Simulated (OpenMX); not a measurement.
Crystal: SiC (Moissanite).

```
CELL_PARAMETERS angstrom
3.07600 0.00000 0.00000
-1.53800 2.66389 0.00000
0.00000 0.00000 5.04800
ATOMIC_POSITIONS crystal
Si 0.66667 0.33333 0.50000
Si 0.33333 0.66667 0.00000
C 0.66667 0.33333 0.88500
C 0.33333 0.66667 0.38500
```

Base run:

| Property | Result |
| --- | --- |
| Program | OpenMX 3.8.5 |
| Functional | PBE |
| Potentials or basis | OpenMX 2013 PBE set, Si7.0-s3p3d2, C6.0-s3p2d2, grid cutoff 300 Ry |
| k mesh | 11 × 11 × 5 |
| Occupations | fermi-dirac, width 0.05 eV |
| Spin | no spin polarisation |

Its results: band gap on the k mesh 2.47 eV, indirect (least direct gap 4.10 eV); pressure 4.9 GPa; largest force 0.795 eV/Å.

The run is repeated on the same cell with these changes: potentials or basis from OpenMX 2013 PBE set, Si7.0-s3p3d2, C6.0-s3p2d2, grid cutoff 300 Ry to OpenMX 2013 PBE set, Si7.0-s2p1d1, C6.0-s2p2, grid cutoff 300 Ry. What comes out?

Band gap on the k mesh 2.90 eV, indirect (least direct gap 4.48 eV); pressure 5.2 GPa; largest force 0.831 eV/Å.

Caveats: the mesh misses the band edges, which the band path finds closer together; the basis of atomic orbitals isn't converged, which shifts pressures, moduli and gaps.
